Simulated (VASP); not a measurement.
# InSe: binding of two layers

InSe, sheet, 8 atoms in the cell. PBE with D4; PAW potentials In_d, Se (PBE set).

Vacuum (Å): 14; k-point spacing in the plane (1/Å): 0.3; Starting cell: layer relaxed first with the same functional; Shift of the second layer (fractional): 0.5, 0.

## Input

INCAR:
```
SYSTEM = InSe
PREC     = Accurate       ! precision mode
ENCUT    = 310            ! plane-wave cutoff, eV
EDIFF    = 1E-6           ! SCF threshold, eV
ISMEAR   = 0              ! smearing method
SIGMA    = 0.05           ! smearing width, eV
LREAL    = .FALSE.        ! projectors in reciprocal space
LASPH    = .TRUE.         ! aspherical terms in the spheres
ALGO     = Normal         ! electronic algorithm
NELM     = 120            ! most SCF steps
LWAVE    = .FALSE.        ! write WAVECAR
LCHARG   = .FALSE.        ! write CHGCAR
GGA      = PE             ! functional
IVDW     = 13             ! dispersion correction
KPAR     = 4             
```

KPOINTS:
```
Automatic mesh
0
Gamma
  11 7 1
  0 0 0
```

POSCAR.step1:
```
InSe
1.0
    4.0238449403      0.0000000000      0.0000000000
    6.0357674105      3.4847519392      0.0000000000
    0.0000000000      0.0000000000     19.3862092269
In Se
2 2
Direct
    0.0000000000      0.0000000000      0.4280136618
    0.0000000000      0.0000000000      0.5719863382
    0.0000000002      0.3333333332      0.3610814223
    0.0000000002      0.3333333332      0.6389185777
```

POSCAR.step2:
```
InSe
1.0
    4.0238449403      0.0000000000      0.0000000000
    6.0357674105      3.4847519392      0.0000000000
    0.0000000000      0.0000000000     26.8974892262
In Se
4 4
Direct
    0.0000000000      0.0000000000      0.3084883623
    0.0000000000      0.0000000000      0.4122558331
    0.5000000000      0.0000000000      0.5877441669
    0.5000000000      0.0000000000      0.6915116377
    0.0000000002      0.3333333332      0.2602473391
    0.0000000002      0.3333333332      0.4604968561
    0.5000000002      0.3333333332      0.5395031439
    0.5000000002      0.3333333332      0.7397526609
```

POSCAR.step3:
```
InSe
1.0
    4.0238449403      0.0000000000      0.0000000000
    6.0357674105      3.4847519392      0.0000000000
    0.0000000000      0.0000000000     27.1474892231
In Se
4 4
Direct
    0.0000000000      0.0000000000      0.3056475069
    0.0000000000      0.0000000000      0.4084593877
    0.5000000000      0.0000000000      0.5915406123
    0.5000000000      0.0000000000      0.6943524931
    0.0000000002      0.3333333332      0.2578507332
    0.0000000002      0.3333333332      0.4562561615
    0.5000000002      0.3333333332      0.5437438385
    0.5000000002      0.3333333332      0.7421492668
```

POSCAR.step4:
```
InSe
1.0
    4.0238449403      0.0000000000      0.0000000000
    6.0357674105      3.4847519392      0.0000000000
    0.0000000000      0.0000000000     27.3974892257
In Se
4 4
Direct
    0.0000000000      0.0000000000      0.3028584967
    0.0000000000      0.0000000000      0.4047322269
    0.5000000000      0.0000000000      0.5952677731
    0.5000000000      0.0000000000      0.6971415033
    0.0000000002      0.3333333332      0.2554978649
    0.0000000002      0.3333333332      0.4520928587
    0.5000000002      0.3333333332      0.5479071413
    0.5000000002      0.3333333332      0.7445021351
```

POSCAR.step5:
```
InSe
1.0
    4.0238449403      0.0000000000      0.0000000000
    6.0357674105      3.4847519392      0.0000000000
    0.0000000000      0.0000000000     27.6474892253
In Se
4 4
Direct
    0.0000000000      0.0000000000      0.3001199253
    0.0000000000      0.0000000000      0.4010724712
    0.5000000000      0.0000000000      0.5989275288
    0.5000000000      0.0000000000      0.6998800747
    0.0000000002      0.3333333332      0.2531875478
    0.0000000002      0.3333333332      0.4480048487
    0.5000000002      0.3333333332      0.5519951513
    0.5000000002      0.3333333332      0.7468124522
```

POSCAR.step6:
```
InSe
1.0
    4.0238449403      0.0000000000      0.0000000000
    6.0357674105      3.4847519392      0.0000000000
    0.0000000000      0.0000000000     27.8974892242
In Se
4 4
Direct
    0.0000000000      0.0000000000      0.2974304366
    0.0000000000      0.0000000000      0.3974783084
    0.5000000000      0.0000000000      0.6025216916
    0.5000000000      0.0000000000      0.7025695634
    0.0000000002      0.3333333332      0.2509186380
    0.0000000002      0.3333333332      0.4439901070
    0.5000000002      0.3333333332      0.5560098930
    0.5000000002      0.3333333332      0.7490813620
```

POSCAR.step7:
```
InSe
1.0
    4.0238449403      0.0000000000      0.0000000000
    6.0357674105      3.4847519392      0.0000000000
    0.0000000000      0.0000000000     28.2974892253
In Se
4 4
Direct
    0.0000000000      0.0000000000      0.2932260999
    0.0000000000      0.0000000000      0.3918597420
    0.5000000000      0.0000000000      0.6081402580
    0.5000000000      0.0000000000      0.7067739001
    0.0000000002      0.3333333332      0.2473717701
    0.0000000002      0.3333333332      0.4377140716
    0.5000000002      0.3333333332      0.5622859284
    0.5000000002      0.3333333332      0.7526282299
```

POSCAR.step8:
```
InSe
1.0
    4.0238449403      0.0000000000      0.0000000000
    6.0357674105      3.4847519392      0.0000000000
    0.0000000000      0.0000000000     28.8974892222
In Se
4 4
Direct
    0.0000000000      0.0000000000      0.2871378317
    0.0000000000      0.0000000000      0.3837235388
    0.5000000000      0.0000000000      0.6162764612
    0.5000000000      0.0000000000      0.7128621683
    0.0000000002      0.3333333332      0.2422355778
    0.0000000002      0.3333333332      0.4286257927
    0.5000000002      0.3333333332      0.5713742073
    0.5000000002      0.3333333332      0.7577644222
```

Commands (each step's output is kept before the next begins):
```
cat potpaw_PBE.64/In_d/POTCAR potpaw_PBE.64/Se/POTCAR > POTCAR
cp POSCAR.step1 POSCAR
mpirun -np 4 vasp_std > vasp.out
rm WAVECAR CHG
cp POSCAR.step2 POSCAR
mpirun -np 4 vasp_std > vasp.out
rm WAVECAR CHG
cp POSCAR.step3 POSCAR
mpirun -np 4 vasp_std > vasp.out
rm WAVECAR CHG
cp POSCAR.step4 POSCAR
mpirun -np 4 vasp_std > vasp.out
rm WAVECAR CHG
cp POSCAR.step5 POSCAR
mpirun -np 4 vasp_std > vasp.out
rm WAVECAR CHG
cp POSCAR.step6 POSCAR
mpirun -np 4 vasp_std > vasp.out
rm WAVECAR CHG
cp POSCAR.step7 POSCAR
mpirun -np 4 vasp_std > vasp.out
rm WAVECAR CHG
cp POSCAR.step8 POSCAR
mpirun -np 4 vasp_std > vasp.out
```

## Result

- Binding energy (meV/Å²): -16.7
- Distance between the layers' facing planes (Å): 3.11

Binding curve:

| distance (Å) | energy (eV per cell) |
|---|---|
| 2.12 | 0.2490 |
| 2.38 | -0.0307 |
| 2.62 | -0.1692 |
| 2.88 | -0.2244 |
| 3.12 | -0.2337 |
| 3.52 | -0.2052 |
| 4.12 | -0.1401 |

VASP 6.6.1 took 748 s on 4 cores (Intel Xeon 6975P-C (Granite Rapids)), a shared host.
